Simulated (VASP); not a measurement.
# Te2Mo in VASP: reference runs

How does Te2Mo come out in PBEsol? The cell is run as given and disturbed.

All numbers are computed with VASP 6.6.1; they aren't measurements. Logs are shortened: lines on timing, memory, paths and dates and some standing lists are left out, and cuts for length are marked.

## 1. The slab as given

The cell holds a slab with vacuum, 6 atoms: a = 6.362 Å, b = 3.480 Å, c = 36.176 Å, α = 90.00°, β = 90.14°, γ = 90.00°.

## 2. Single point, PBEsol

Input file INCAR:

```
SYSTEM = Te2Mo
PREC     = Accurate       ! precision mode
ENCUT    = 520            ! plane-wave cutoff, eV
EDIFF    = 1E-7           ! SCF threshold, eV
ISMEAR   = -1             ! smearing method
SIGMA    = 0.05           ! smearing width, eV
LREAL    = .False.        ! projectors in reciprocal space
LASPH    = .True.         ! aspherical terms in the spheres
NELM     = 60             ! most SCF steps
ALGO     = Normal         ! electronic algorithm
ISIF     = 2              ! what is computed and relaxed
LWAVE    = .False.        ! write WAVECAR
LCHARG   = .False.        ! write CHGCAR
GGA      = PS             ! functional
NBANDS   = 35             ! bands
KPAR     = 2
```

Input file KPOINTS:

```
Automatic mesh
0
Gamma
  4 8 1
  0 0 0
```

Input file POSCAR:

```
Te2Mo
1.0
    6.3616090156      0.0000000000      0.0000000000
    0.0000000000      3.4804030600      0.0000000000
   -0.0857412231      0.0000000000     36.1758904685
Te Mo
4 2
Direct
    0.4292511000      0.7500000000      0.5407035800
    0.5707489000      0.2500000000      0.4592964200
    0.9208478700      0.2500000000      0.5565273200
    0.0791521300      0.7500000000      0.4434726800
    0.1813475600      0.2500000000      0.4974653700
    0.8186524400      0.7500000000      0.5025346300
```

Potentials or basis: VASP PAW PBE potentials, release 64 (Te, Mo_sv).

On the command line:

```
> cat potpaw_PBE.64/Te/POTCAR potpaw_PBE.64/Mo_sv/POTCAR > POTCAR
> mpirun -np 2 vasp_std > vasp.out
```

OUTCAR:

```text
SYSTEM = Te2Mo
   PREC = Accurate
   ENCUT = 520
   EDIFF = 1E-7
   ISMEAR = -1
   LREAL = .False.
   LASPH = .True.
   NELM = 60
   ISIF = 2
   GGA = PS

 ion  position               nearest neighbor table
   1  0.429  0.750  0.541-   5 2.82   5 2.82   6 2.84   2 3.54   2 3.54   3 3.62   3 3.62
   2  0.571  0.250  0.459-   6 2.82   6 2.82   5 2.84   1 3.54   1 3.54   4 3.62   4 3.62
   3  0.921  0.250  0.557-   6 2.69   6 2.69   5 2.71   1 3.62   1 3.62
   4  0.079  0.750  0.443-   5 2.69   5 2.69   6 2.71   2 3.62   2 3.62
   5  0.181  0.250  0.497-   4 2.69   4 2.69   3 2.71   1 2.82   1 2.82   2 2.84   6 2.90   6 2.90

   6  0.819  0.750  0.503-   3 2.69   3 2.69   4 2.71   2 2.82   2 2.82   1 2.84   5 2.90   5 2.90

  LATTYP: Found a simple monoclinic cell.
 ALAT       =     6.3616090156
 B/A-ratio  =     0.5470947761
 C/A-ratio  =     5.6866104138
 COS(beta)  =    -0.0023701139

  Lattice vectors:

 A1 = (   6.3616090156,   0.0000000000,   0.0000000000)
 A2 = (   0.0000000000,   3.4804030600,   0.0000000000)
 A3 = (  -0.0857412231,   0.0000000000,  36.1758904685)

Analysis of symmetry for initial positions (statically):
=====================================================================
 Subroutine PRICEL returns:
 Original cell was already a primitive cell.

 Routine SETGRP: Setting up the symmetry group for a
 simple monoclinic supercell.

 Subroutine GETGRP returns: Found  4 space group operations
 (whereof  2 operations were pure point group operations)
 out of a pool of  4 trial point group operations.

The static configuration has the point symmetry S_2 .
 The point group associated with its full space group is C_2h.

Analysis of symmetry for dynamics (positions and initial velocities):
=====================================================================
 Subroutine PRICEL returns:
 Original cell was already a primitive cell.

 Routine SETGRP: Setting up the symmetry group for a
 simple monoclinic supercell.

 Subroutine GETGRP returns: Found  4 space group operations
 (whereof  2 operations were pure point group operations)
 out of a pool of  4 trial point group operations.

The dynamic configuration has the point symmetry S_2 .
 The point group associated with its full space group is C_2h.

 Subroutine INISYM returns: Found  4 space group operations
 (whereof  2 operations are pure point group operations),
 and found     1 'primitive' translations

----------------------------------------------------------------------------------------

                                     Primitive cell

  volume of cell :     800.9691

  direct lattice vectors                    reciprocal lattice vectors
     6.361609016  0.000000000  0.000000000     0.157192936  0.000000000  0.000372566
     0.000000000  3.480403060  0.000000000     0.000000000  0.287323044  0.000000000
    -0.085741223  0.000000000 36.175890469     0.000000000  0.000000000  0.027642720

  length of vectors
     6.361609016  3.480403060 36.175992077     0.157193378  0.287323044  0.027642720

  position of ions in fractional coordinates (direct lattice)
     0.429251100  0.750000000  0.540703580
     0.570748900  0.250000000  0.459296420
     0.920847870  0.250000000  0.556527320
     0.079152130  0.750000000  0.443472680
     0.181347560  0.250000000  0.497465370
     0.818652440  0.750000000  0.502534630

  ion indices of the primitive-cell ions
   primitive index   ion index
                 1           1
                 2           2
                 3           3
                 4           4
                 5           5
                 6           6

----------------------------------------------------------------------------------------

 KPOINTS: Automatic mesh

Automatic generation of k-mesh.
 Grid dimensions read from file:
 generate k-points for:    4    8    1

 Generating k-lattice:

  Cartesian coordinates                     Fractional coordinates (reciprocal lattice)
     0.039298234  0.000000000  0.000093142     0.250000000  0.000000000 -0.000000000
     0.000000000  0.035915380  0.000000000     0.000000000  0.125000000  0.000000000
     0.000000000  0.000000000  0.027642720     0.000000000  0.000000000  1.000000000

  Length of vectors
     0.039298344  0.035915380  0.027642720

  Shift w.r.t. Gamma in fractional coordinates (k-lattice)
     0.000000000  0.000000000  0.000000000

 Subroutine IBZKPT returns following result:
 ===========================================

 Found     15 irreducible k-points:

 Following reciprocal coordinates:
            Coordinates               Weight
  0.000000  0.000000  0.000000      1.000000
  0.250000  0.000000  0.000000      2.000000
  0.500000  0.000000  0.000000      1.000000
  0.000000  0.125000  0.000000      2.000000
  0.250000  0.125000  0.000000      4.000000
  0.500000  0.125000  0.000000      2.000000
  0.000000  0.250000  0.000000      2.000000
  0.250000  0.250000  0.000000      4.000000
  0.500000  0.250000  0.000000      2.000000
  0.000000  0.375000  0.000000      2.000000
  0.250000  0.375000  0.000000      4.000000
  0.500000  0.375000  0.000000      2.000000
  0.000000  0.500000  0.000000      1.000000
  0.250000  0.500000  0.000000      2.000000
  0.500000  0.500000  0.000000      1.000000
   k-points           NKPTS =     15   k-points in BZ     NKDIM =     15   number of bands    NBANDS=     35
   number of dos      NEDOS =    301   number of ions     NIONS =      6
   total plane-waves  NPLWV = 362880
   dimension x,y,z NGX =    48 NGY =   28 NGZ =  270
   dimension x,y,z NGXF=    96 NGYF=   56 NGZF=  540
   ions per type =               4   2
   NGX,Y,Z   is equivalent  to a cutoff of  12.54, 13.37, 12.41 a.u.
   NGXF,Y,Z  is equivalent  to a cutoff of  25.09, 26.75, 24.82 a.u.
 SYSTEM =  Te2Mo
   PREC   = accura    normal or accurate (medium, high low for compatibility)
   ISTART =      0    job   : 0-new  1-cont  2-samecut
   ICHARG =      2    charge: 1-file 2-atom 10-const
   ISPIN  =      1    spin polarized calculation?
   LNONCOLLINEAR =      F non collinear calculations
   LSORBIT =      F    spin-orbit coupling
   LASPH  =      T    aspherical Exc in radial PAW
   ENCUT  =  520.0 eV  38.22 Ry    6.18 a.u.  11.83  6.47 67.26*2*pi/ulx,y,z
   NELM   =     60;   NELMIN=  2; NELMDL= -5     # of ELM steps
   EDIFF  = 0.1E-06   stopping-criterion for ELM
   LREAL  =      F    real-space projection
   EDIFFG = 0.1E-05   stopping-criterion for IOM
   NSW    =      0    number of steps for IOM
   IBRION =     -1    ionic relax: 0-MD 1-quasi-New 2-CG
   NFREE  =      0    steps in history (QN), initial steepest desc. (CG)
   ISIF   =      2    stress and relaxation
   ISYM   =      2    0-nonsym 1-usesym 2-fastsym
   POTIM  = 0.5000    time-step for ionic-motion
   TEBEG  =    0.0;   TEEND  =   0.0 temperature during run
   PSTRESS=    0.0 pullay stress
   NELECT =      52.0000    total number of electrons
   NUPDOWN=      -1.0000    fix difference up-down
   EMIN   =  10.00;   EMAX   =-10.00  energy-range for DOS
   EFERMI =   0.00;   METHOD = LEGACY
   ISMEAR =    -1;   SIGMA  =   0.05  broadening in eV -4-tet -1-fermi 0-gaus
   EFERMI_NEDOS =   21; number of points for ismear=-14 and -15
   IALGO  =     38    algorithm
   IMIX   =      4    mixing-type and parameters
     AMIX     =   0.40;   BMIX     =  1.00
     AMIX_MAG =   1.60;   BMIX_MAG =  1.00
  volume/ion in A,a.u.               =     133.49       900.87
  Fermi-wavevector in a.u.,A,eV,Ry     =   0.657967  1.243377  5.890240  0.432920
  Thomas-Fermi vector in A             =   1.729641
   LORBIT       =      0    0 simple, 1 ext, 2 COOP (PROOUT), +10 PAW based schemes
   GGA     = PS    functional components
   LHFCALC =     F    Hartree Fock is set to
   AEXX    =    0.0000 exact exchange contribution
   IVDW    =     0    specifies the selected vdW correction
   LEPSILON=     F    determine dielectric tensor
   LRPA    =     F    only Hartree local field effects (RPA)
 non-spin polarized calculation
  energy-cutoff  :      520.00
  volume of cell :      800.97
 maximum number of plane-waves:     21707
 NGX is ok and might be reduce to    48
   NGX = 23   NGY = 13   NGZ =135

 number of electron      51.9999996 magnetization

 Free energy of the ion-electron system (eV)
  ---------------------------------------------------
  ext. energy  EPLUGINS =         0.00000000
  ---------------------------------------------------
  free energy    TOTEN  =       -39.08722438 eV

  energy without entropy =      -39.07840424  energy(sigma->0) =      -39.08281431

 E-fermi :  -2.2834     XC(G=0):  -2.3083

 val. band max:       -2.4241568438   @ k =   0.0000   0.1250   0.0000
 cond. band min:      -2.2790467197   @ k =   0.0000   0.1250   0.0000
 fundamental gap:      0.1451101242
 Fermi energy:        -2.2834175992

 k-point     1 :       0.0000    0.0000    0.0000
  band No.  band energies     occupation
      1     -63.1959      2.00000
      2     -63.1379      2.00000
      3     -37.4663      2.00000
      4     -37.4195      2.00000
      5     -37.3596      2.00000
      6     -37.2556      2.00000
[... 27 lines left out ...]
     34       1.1498      0.00000
     35       1.7537      0.00000

 k-point     2 :       0.2500    0.0000    0.0000
  band No.  band energies     occupation
      1     -63.1958      2.00000
      2     -63.1381      2.00000
      3     -37.4627      2.00000
      4     -37.4191      2.00000
      5     -37.3598      2.00000
      6     -37.2560      2.00000
[... 27 lines left out ...]
     34       1.3213      0.00000
     35       1.9403      0.00000
[... 454 lines left out ...]
     34       1.2378      0.00000
     35       2.7405      0.00000

 k-point    15 :       0.5000    0.5000    0.0000
  band No.  band energies     occupation
      1     -63.1612      2.00000
      2     -63.1612      2.00000
      3     -37.5277      2.00000
      4     -37.5277      2.00000
      5     -37.3111      2.00000
      6     -37.3111      2.00000
[... 27 lines left out ...]
     34       1.1739      0.00000
     35       2.2293      0.00000

------------------------ aborting loop because EDIFF is reached ----------------------------------------

  FORCE on cell =-STRESS in cart. coord.  units (eV):
  Direction    XX          YY          ZZ          XY          YZ          ZX
  --------------------------------------------------------------------------------------
  -------------------------------------------------------------------------------------
  Total       -2.9593698     -3.4919168     -1.4034569      0.0000000      0.0000000      0.0768610
  in kB       -5.9196233     -6.9848764     -2.8073329      0.0000000      0.0000000      0.1537449
  external PRESSURE =      -5.2372775 kB  Pullay stress =       0.0000000 kB

 VOLUME and BASIS-vectors are now :
 -----------------------------------------------------------------------------
  energy-cutoff  :      520.00
  volume of cell :      800.97
      direct lattice vectors                 reciprocal lattice vectors
     6.361609016  0.000000000  0.000000000     0.157192936  0.000000000  0.000372566
     0.000000000  3.480403060  0.000000000     0.000000000  0.287323044  0.000000000
    -0.085741223  0.000000000 36.175890469     0.000000000  0.000000000  0.027642720

 POSITION                                       TOTAL-FORCE (eV/Angst)
 -----------------------------------------------------------------------------------
      2.68437      2.61030     19.56043         0.035324      0.000000     -0.224961
      3.59150      0.87010     16.61546        -0.035324      0.000000      0.224961
      5.81036      0.87010     20.13287        -0.006866      0.000000     -0.175529
      0.46551      2.61030     16.04302         0.006866     -0.000000      0.175529
      1.11101      0.87010     17.99625        -0.003912      0.000000      0.001413
      5.16486      2.61030     18.17964         0.003912      0.000000     -0.001413
 -----------------------------------------------------------------------------------
    total drift:                                0.000000     -0.000000     -0.000000

  FREE ENERGIE OF THE ION-ELECTRON SYSTEM (eV)
  ---------------------------------------------------
  free  energy   TOTEN  =       -39.0872243842 eV

  energy  without entropy=      -39.0784042442  energy(sigma->0) =      -39.08281431
```

Wall time 5.7 min (2 MPI ranks of Intel Xeon Platinum 8488C (Sapphire Rapids), shared host); peak memory 0.91 GiB.

Results:

```yaml
Free_energy: -39.0872 eV
Largest_force: 0.228 eV/Å
Band_gap_on_the_k_mesh: none (metal or under the smearing width)
```

Forces on the atoms (eV/Å):
```
Te   0.035  0.000 -0.225
Te  -0.035  0.000  0.225
Te  -0.007  0.000 -0.176
Te   0.007  0.000  0.176
Mo  -0.004  0.000  0.001
Mo   0.004  0.000 -0.001
```

Levels at points of the mesh, in eV from the Fermi level:
```
           k point  band 22  band 23  band 24  band 25  band 26  band 27  band 28  band 29  band 30  band 31
(0.00, 0.00, 0.00)    -1.27    -0.93    -0.58    -0.28     0.18     0.65     1.10     1.73     2.12     2.28
(0.50, 0.00, 0.00)    -1.30    -1.23    -0.79    -0.76    -0.64     0.11     1.09     1.48     1.83     2.86
(0.00, 0.50, 0.00)    -2.54    -1.58    -1.58    -1.37    -1.37     1.18     1.18     1.45     1.45     2.02
(0.50, 0.50, 0.00)    -2.27    -1.70    -1.70    -0.83    -0.83     1.10     1.10     1.92     1.92     2.31
```

Caveat: the PAW data sets were made with another functional, which shifts forces and pressure a little.

[end of part 1 of 2]
